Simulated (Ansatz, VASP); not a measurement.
Hf: VASP beside Ansatz

```xyz
1
Lattice="-0.0222 2.2481 2.2404 2.2481 -0.0222 2.2404 2.2259 2.2259 0.0000" Properties=species:S:1:pos:R:3 pbc="T T T"
Hf    0.0000    0.0000    0.0000
```

Alike in both runs: task single point; functional PBEsol; k mesh 14 × 14 × 14; occupations gaussian, width 0.1 eV; no spin polarisation.

|  | VASP | Ansatz |
| --- | --- | --- |
| version | VASP 6.6.1 | Ansatz 0.2.0 |
| potentials or method | VASP PAW PBE potentials, release 64 (Hf_pv) | scalar-relativistic, plane waves, PAW |
| plane-wave cutoff (eV) | 520 | 420 |
| valence electrons in the cell | 10 | 26 |

Ansatz gave:

- gap on the k mesh at the Fermi level (eV): none
- pressure (GPa): -4.8
- largest component of the traceless stress (GPa): 1.16

**Question.** What did VASP give for the same quantities?

**Answer.** gap on the k mesh at the Fermi level (eV): none; pressure (GPa): -5.2; largest component of the traceless stress (GPa): 1.16.

A gap of «none» marks a metal or a gap that the smearing closes. The two sets of potentials don't hold the same shells in valence.

Caveats: the PAW data sets were made with another functional, which shifts forces and pressure a little (VASP). Spin-orbit coupling is left out, which matters for the levels of Hf.
